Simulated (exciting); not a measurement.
A run of exciting (release sodium):

The input input.xml:

```xml
<input>
  <title>CdS</title>
  <structure speciespath="./" tshift="false">
    <crystal scale="1">
      <basevect>8.052443491338 0.000000000000 0.000000000000</basevect>
      <basevect>-4.026221745763 6.973620626071 0.000000000000</basevect>
      <basevect>0.000000000000 0.000000000000 10.968297236564</basevect>
    </crystal>
    <species speciesfile="Cd.xml" rmt="2.3">
      <atom coord="0.000000000000 0.000000000000 0.442691920000"/>
    </species>
    <species speciesfile="S.xml" rmt="1.9">
      <atom coord="0.666666666700 0.333333333300 0.434308080000"/>
    </species>
  </structure>
  <groundstate do="fromscratch" ngridk="7 7 5" rgkmax="7.5" gmaxvr="14" lmaxapw="10" lmaxmat="10" lmaxvr="8" xctype="GGA_PBE" stype="Gaussian" swidth="0.00183747" nempty="10" ValenceRelativity="iora*" epsengy="1e-05" epspot="1e-05" maxscl="60" tforce="true" outputlevel="normal"/>
  <properties>
    <chargedensityplot>
      <plot3d>
        <box grid="22 22 30">
          <origin coord="0 0 0"/>
          <point coord="1 0 0"/>
          <point coord="0 1 0"/>
          <point coord="0 0 1"/>
        </box>
      </plot3d>
    </chargedensityplot>
    <elfplot>
      <plot3d>
        <box grid="22 22 30">
          <origin coord="0 0 0"/>
          <point coord="1 0 0"/>
          <point coord="0 1 0"/>
          <point coord="0 0 1"/>
        </box>
      </plot3d>
    </elfplot>
    <exccplot>
      <plot3d>
        <box grid="22 22 30">
          <origin coord="0 0 0"/>
          <point coord="1 0 0"/>
          <point coord="0 1 0"/>
          <point coord="0 0 1"/>
        </box>
      </plot3d>
    </exccplot>
  </properties>
</input>
```

Potentials or basis: all-electron LAPW+lo, shipped species files, valence relativity iora*.

Command:

```sh
$ OMP_NUM_THREADS=1 exciting_smp
```

Hardware: 1 thread of Intel(R) Xeon(R) 6975P-C (Granite Rapids), with other jobs on the host.

Problem. How long does it take, and how much memory?

Solution. Wall time 4.8 min on 1 thread of Intel(R) Xeon(R) 6975P-C (Granite Rapids) (shared host), peak memory 0.17 GiB. Counts: scf iterations 15, plane waves 650.
